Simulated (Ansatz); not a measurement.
The system is Sn.

```
CELL_PARAMETERS angstrom
0.00000 3.23334 3.23334
3.23334 0.00000 3.23334
3.23334 3.23334 0.00000
ATOMIC_POSITIONS crystal
Sn 0.75000 0.75000 0.75000
Sn 0.50000 0.50000 0.50000
```

This isn't the form of Sn at room conditions, which is tetragonal (white tin).

Base run:

```yaml
Program: Ansatz 0.2.0
Functional: PBE
Potentials_or_basis: all-electron LAPW, relativistic spinors
Cutoff: 257 eV (chosen from the basis error)
Basis_error_allowed: 0.001 eV/atom
k_mesh: 5 × 5 × 5
Occupations: fermi-dirac, width 0.05 eV
Spin: spin-orbit coupling, no magnetisation
```

Its results: pressure 3.9 GPa.

Question: The run is repeated on the same cell with these changes: functional from PBE to PBEsol. What comes out?

Answer: Pressure 1.6 GPa.

PBEsol binds more tightly than PBE, so the same cell stands under less pressure.

Caveats: the k mesh is thin for a metal, which can move the energy by tens of meV per atom.
